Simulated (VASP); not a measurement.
# Na in VASP: notebook

The runs below take Na through work function, with PBE.

Everything below comes from runs of VASP 6.6.1. Logs are shortened: lines on timing, memory, paths and dates and some standing lists are left out, and cuts for length are marked.

### Step 1. The slab as given

The cell holds a slab with vacuum, 3 atoms: a = 3.767 Å, b = 3.767 Å, c = 21.154 Å, α = 90.00°, β = 90.00°, γ = 120.00°.

The slab is cut from a database's or a generator's crystal, which needn't be the stable form of the element.

### Step 2. Work function, PBE (the (0 0 1) slab of Na, cut from the database cell, not relaxed)

INCAR reads:

```
SYSTEM = Na
PREC = Accurate
ENCUT = 520
EDIFF = 1E-7
ISMEAR = 0
SIGMA = 0.05
LREAL = .FALSE.
LASPH = .TRUE.
NELM = 80
ALGO = Normal
ISIF = 2
LWAVE = .FALSE.
LCHARG = .TRUE.
LDIPOL = .TRUE.
IDIPOL = 3
DIPOL = 0.5 0.5 0.500
GGA = PE
LELF = .TRUE.
LVHAR = .TRUE.
LVACPOTAV = .TRUE.
```

KPOINTS reads:

```
regular mesh
0
G
  8 8 1
  0 0 0
```

POSCAR reads:

```
Na
1.0
    3.7670009976      0.0000000000      0.0000000000
   -1.8835004988      3.2623185600      0.0000000000
    0.0000000000      0.0000000000     21.1540000000
Na
3
Direct
    0.3333333333      0.6666666666      0.3545428761
    0.6666666667      0.3333333334      0.5000000000
    0.3333333333      0.6666666666      0.6454571239
```

Potentials or basis: VASP PAW PBE potentials, release 64 (Na_pv).

Run with:

```console
> cat potpaw_PBE.64/Na_pv/POTCAR > POTCAR
> mpirun -np 1 vasp_std > vasp.out
```

OUTCAR:

```text
SYSTEM = Na
   PREC = Accurate
   ENCUT = 520
   EDIFF = 1E-7
   ISMEAR = 0
   LREAL = .FALSE.
   LASPH = .TRUE.
   NELM = 80
   ISIF = 2
   GGA = PE

 ion  position               nearest neighbor table
   1  0.333  0.667  0.355-
   2  0.667  0.333  0.500-
   3  0.333  0.667  0.645-

  LATTYP: Found a hexagonal cell.
 ALAT       =     3.7670009976
 C/A-ratio  =     5.6156077510

  Lattice vectors:

 A1 = (   3.7670009976,   0.0000000000,   0.0000000000)
 A2 = (  -1.8835004988,   3.2623185600,   0.0000000000)
 A3 = (   0.0000000000,   0.0000000000,  21.1540000000)

Analysis of symmetry for initial positions (statically):
=====================================================================
 Subroutine PRICEL returns:
 Original cell was already a primitive cell.

 Routine SETGRP: Setting up the symmetry group for a
 hexagonal supercell.

 Subroutine GETGRP returns: Found 12 space group operations
 (whereof 12 operations were pure point group operations)
 out of a pool of 24 trial point group operations.

The static configuration has the point symmetry D_3h.

Analysis of symmetry for dynamics (positions and initial velocities):
=====================================================================
 Subroutine PRICEL returns:
 Original cell was already a primitive cell.

 Routine SETGRP: Setting up the symmetry group for a
 hexagonal supercell.

 Subroutine GETGRP returns: Found 12 space group operations
 (whereof 12 operations were pure point group operations)
 out of a pool of 24 trial point group operations.

The dynamic configuration has the point symmetry D_3h.

 Subroutine INISYM returns: Found 12 space group operations
 (whereof 12 operations are pure point group operations),
 and found     1 'primitive' translations

----------------------------------------------------------------------------------------

                                     Primitive cell

  volume of cell :     259.9648

  direct lattice vectors                    reciprocal lattice vectors
     3.767000998  0.000000000  0.000000000     0.265463163  0.153265229  0.000000000
    -1.883500499  3.262318560  0.000000000     0.000000000  0.306530457  0.000000000
     0.000000000  0.000000000 21.154000000     0.000000000  0.000000000  0.047272383

  length of vectors
     3.767000998  3.767000998 21.154000000     0.306530457  0.306530457  0.047272383

  position of ions in fractional coordinates (direct lattice)
     0.333333333  0.666666667  0.354542876
     0.666666667  0.333333333  0.500000000
[... 38 lines left out ...]
  0.250000  0.000000  0.000000      6.000000
  0.375000  0.000000  0.000000      6.000000
  0.500000  0.000000  0.000000      3.000000
  0.125000  0.125000  0.000000      6.000000
  0.250000  0.125000  0.000000     12.000000
  0.375000  0.125000  0.000000     12.000000
  0.250000  0.250000  0.000000      6.000000
  0.375000  0.250000  0.000000      6.000000
   k-points           NKPTS =     10   k-points in BZ     NKDIM =     10   number of bands    NBANDS=     14
   number of dos      NEDOS =    301   number of ions     NIONS =      3
   total plane-waves  NPLWV = 125440
[... 12 lines left out ...]
   LASPH  =      T    aspherical Exc in radial PAW
   ENCUT  =  520.0 eV  38.22 Ry    6.18 a.u.   7.00  7.00 39.33*2*pi/ulx,y,z
   NELM   =     80;   NELMIN=  2; NELMDL= -5     # of ELM steps
   EDIFF  = 0.1E-06   stopping-criterion for ELM
   LREAL  =      F    real-space projection
   EDIFFG = 0.1E-05   stopping-criterion for IOM
   NSW    =      0    number of steps for IOM
   IBRION =     -1    ionic relax: 0-MD 1-quasi-New 2-CG
[... 12 lines left out ...]
   IALGO  =     38    algorithm
   IMIX   =      4    mixing-type and parameters
     AMIX     =   0.40;   BMIX     =  1.00
     AMIX_MAG =   1.60;   BMIX_MAG =  1.00
  volume/ion in A,a.u.               =      86.65       584.78
  Fermi-wavevector in a.u.,A,eV,Ry     =   0.707690  1.337340  6.814140  0.500825
[... 10 lines left out ...]
  energy-cutoff  :      520.00
  volume of cell :      259.96
 maximum number of plane-waves:      7049
 NGX is ok and might be reduce to    28
   NGX = 13   NGY = 13   NGZ = 79

 dipolmoment           0.000000      0.000000      0.000000 electrons x Angstroem

 number of electron      21.0000014 magnetization

 dipolmoment           0.000000      0.000000     -0.000000 electrons x Angstroem

 Free energy of the ion-electron system (eV)
  ---------------------------------------------------
  ext. energy  EPLUGINS =         0.00000000
  ---------------------------------------------------
  free energy    TOTEN  =        -3.59370244 eV

  energy without entropy =       -3.58482578  energy(sigma->0) =       -3.58926411

 E-fermi :  -1.5216     XC(G=0):  -3.4999

 val. band max:       -1.5417185545   @ k =   0.1250   0.1250   0.0000
 cond. band min:      -1.5176289165   @ k =   0.3750   0.1250   0.0000
 fundamental gap:      0.0240896380
 Fermi energy:        -1.5216009178

 k-point     1 :       0.0000    0.0000    0.0000
  band No.  band energies     occupation
      1     -26.5415      2.00000
      2     -26.5407      2.00000
      3     -26.5113      2.00000
      4     -26.5113      2.00000
      5     -26.5113      2.00000
      6     -26.5113      2.00000
      7     -26.3948      2.00000
      8     -26.3875      2.00000
      9     -26.3875      2.00000
     10      -4.3943      2.00000
     11      -3.5505      2.00000
     12      -2.2052      2.00000
     13      -0.8087      0.00000
     14       0.5938      0.00000
[... 139 lines left out ...]
      1     -26.5374      2.00000
      2     -26.5371      2.00000
      3     -26.5315      2.00000
      4     -26.5313      2.00000
      5     -26.5249      2.00000
      6     -26.5248      2.00000
      7     -26.4075      2.00000
      8     -26.4010      2.00000
      9     -26.3917      2.00000
     10      -0.3233      0.00000
     11      -0.1714      0.00000
     12       0.3383      0.00000
     13       0.7972      0.00000
     14       1.2764      0.00000

------------------------ aborting loop because EDIFF is reached ----------------------------------------

  FORCE on cell =-STRESS in cart. coord.  units (eV):
  Direction    XX          YY          ZZ          XY          YZ          ZX
  --------------------------------------------------------------------------------------
  -------------------------------------------------------------------------------------
  Total       -0.1900330     -0.1900330     -0.2119069      0.0000000      0.0000000     -0.0000000
  in kB       -1.1711834     -1.1711834     -1.3059937      0.0000000      0.0000000     -0.0000000
  external PRESSURE =      -1.2161202 kB  Pullay stress =       0.0000000 kB

 VOLUME and BASIS-vectors are now :
[... 8 lines left out ...]
 POSITION                                       TOTAL-FORCE (eV/Angst)
 -----------------------------------------------------------------------------------
     -0.00000      2.17488      7.50000        -0.000000     -0.000000      0.033435
      1.88350      1.08744     10.57700        -0.000000      0.000000      0.000000
     -0.00000      2.17488     13.65400         0.000000     -0.000000     -0.033435
 -----------------------------------------------------------------------------------
    total drift:                                0.000000     -0.000000     -0.000000

  FREE ENERGIE OF THE ION-ELECTRON SYSTEM (eV)
  ---------------------------------------------------
  free  energy   TOTEN  =        -3.5937024391 eV

  energy  without entropy=       -3.5848257765  energy(sigma->0) =       -3.58926411

 vacuum level on the upper side and lower side of the slab         1.459         1.459
```

OSZICAR:

```text
N       E                     dE             d eps       ncg     rms          rms(c)
DAV:   1     0.130386944557E+03    0.13039E+03   -0.10361E+04   374   0.112E+03
DAV:   2     0.230678231919E+01   -0.12808E+03   -0.12714E+03   280   0.337E+02
DAV:   3    -0.367593276126E+01   -0.59827E+01   -0.59681E+01   358   0.931E+01
[... 12 lines left out ...]
DAV:  16    -0.359369157960E+01   -0.42600E-04   -0.71585E-06   304   0.111E-02    0.196E-03
DAV:  17    -0.359370054756E+01   -0.89680E-05   -0.29330E-06   286   0.643E-03    0.315E-04
DAV:  18    -0.359370195420E+01   -0.14066E-05   -0.22007E-07   236   0.180E-03    0.437E-04
DAV:  19    -0.359370240518E+01   -0.45098E-06   -0.22858E-07   212   0.149E-03    0.542E-05
DAV:  20    -0.359370243913E+01   -0.33944E-07   -0.10925E-08   236   0.532E-04
   1 F= -.35937024E+01 E0= -.35892641E+01  d E =-.887666E-02
```

It took 22 s on 1 thread of AMD EPYC 9R45 (Zen 5), shared host; peak memory 0.31 GiB.

What came out:

| Item | Value |
| --- | --- |
| Free energy | -3.5937 eV |
| Largest force | 0.033 eV/Å |
| Band gap on the k mesh | none (metal or under the smearing width) |
| Work function of the upper face | 2.98 eV |
| Work function of the lower face | 2.98 eV |

Forces on the atoms (eV/Å):
```
Na   0.000  0.000  0.033
Na   0.000  0.000  0.000
Na   0.000  0.000 -0.033
```

Levels at points of the mesh, in eV from the Fermi level:
```csv
k point,band 9,band 10,band 11,band 12,band 13,band 14
"(0.00, 0.00, 0.00)",-24.87,-2.87,-2.03,-0.68,0.71,2.12
"(0.50, 0.00, 0.00)",-24.87,0.58,0.71,1.25,1.73,2.73
```

### Step 3. Work function, PBE

INCAR reads:

```
SYSTEM = Na
  PREC = Accurate
  ENCUT = 520
  EDIFF = 1E-7
  ISMEAR = -1
  SIGMA = 0.05
  LREAL = .FALSE.
  LASPH = .TRUE.
  NELM = 100
  ALGO = Normal
  ISIF = 2
  LWAVE = .FALSE.
  LCHARG = .FALSE.
  LDIPOL = .TRUE.
  IDIPOL = 3
  DIPOL = 0.5 0.5 0.500
  GGA = PE
  EFIELD = -0.3
  LVHAR = .TRUE.
  LVACPOTAV = .TRUE.
```

KPOINTS reads:

```
Automatic mesh
0
G
  8 8 1
  0 0 0
```

POSCAR is that of step 2.

Potentials or basis: VASP PAW PBE potentials, release 64 (Na_pv).

Run with:

```console
> cat potpaw_PBE.64/Na_pv/POTCAR > POTCAR
> mpirun -np 1 vasp_std > vasp.out
```

OUTCAR:

```text
SYSTEM = Na
   PREC = Accurate
   ENCUT = 520
   EDIFF = 1E-7
   ISMEAR = -1
   LREAL = .FALSE.
   LASPH = .TRUE.
   NELM = 100
   ISIF = 2
   GGA = PE

 ion  position               nearest neighbor table
   1  0.333  0.667  0.355-
   2  0.667  0.333  0.500-
   3  0.333  0.667  0.645-

  LATTYP: Found a hexagonal cell.
 ALAT       =     3.7670009976
 C/A-ratio  =     5.6156077510

  Lattice vectors:

[... 347 lines left out ...]

------------------------ aborting loop because EDIFF is reached ----------------------------------------

  FORCE on cell =-STRESS in cart. coord.  units (eV):
  Direction    XX          YY          ZZ          XY          YZ          ZX
  --------------------------------------------------------------------------------------
  -------------------------------------------------------------------------------------
  Total       -0.1512230     -0.1512230     -0.2868225      0.0000000      0.0000000     -0.0000000
  in kB       -0.9319954     -0.9319954     -1.7677028      0.0000000      0.0000000     -0.0000000
  external PRESSURE =      -1.2105645 kB  Pullay stress =       0.0000000 kB

 VOLUME and BASIS-vectors are now :
 -----------------------------------------------------------------------------
  energy-cutoff  :      520.00
  volume of cell :      259.96
      direct lattice vectors                 reciprocal lattice vectors
     3.767000998  0.000000000  0.000000000     0.265463163  0.153265229  0.000000000
    -1.883500499  3.262318560  0.000000000     0.000000000  0.306530457  0.000000000
     0.000000000  0.000000000 21.154000000     0.000000000  0.000000000  0.047272383

 POSITION                                       TOTAL-FORCE (eV/Angst)
 -----------------------------------------------------------------------------------
     -0.00000      2.17488      7.50000        -0.000000      0.000000      0.035299
      1.88350      1.08744     10.57700         0.000000     -0.000000      0.004614
     -0.00000      2.17488     13.65400        -0.000000      0.000000     -0.039913
 -----------------------------------------------------------------------------------
    total drift:                                0.000000     -0.000000      0.000141

  FREE ENERGIE OF THE ION-ELECTRON SYSTEM (eV)
  ---------------------------------------------------
  free  energy   TOTEN  =        -3.6407521074 eV

  energy  without entropy=       -3.6149732591  energy(sigma->0) =       -3.62786268
```

OSZICAR:

```text
N       E                     dE             d eps       ncg     rms          rms(c)
DAV:   1     0.131515590393E+03    0.13152E+03   -0.10345E+04   374   0.112E+03
DAV:   2     0.214804651785E+01   -0.12937E+03   -0.12835E+03   280   0.338E+02
DAV:   3    -0.417357635711E+01   -0.63216E+01   -0.63183E+01   322   0.965E+01
[... 15 lines left out ...]
DAV:  19    -0.364074846473E+01   -0.63801E-05   -0.67899E-06   320   0.814E-03    0.780E-04
DAV:  20    -0.364074965798E+01   -0.11932E-05   -0.35383E-07   218   0.208E-03    0.642E-04
DAV:  21    -0.364075156666E+01   -0.19087E-05   -0.65611E-07   218   0.182E-03    0.328E-04
DAV:  22    -0.364075203285E+01   -0.46618E-06   -0.15878E-07   218   0.113E-03    0.149E-04
DAV:  23    -0.364075210743E+01   -0.74584E-07   -0.34732E-08   206   0.647E-04
   1 F= -.36407521E+01 E0= -.36278627E+01  d E =-.257788E-01
```

It took 26 s on 1 thread of Intel Xeon 6975P-C (Granite Rapids), shared host; peak memory 0.34 GiB.

What came out:

```
Free energy            : -3.6408 eV
Largest force          : 0.040 eV/Å
Band gap on the k mesh : none (metal or under the smearing width)
```

Forces on the atoms (eV/Å):
```
Na   0.000  0.000  0.035
Na   0.000  0.000  0.005
Na   0.000  0.000 -0.040
```

(Continued in part 2 of 2.)
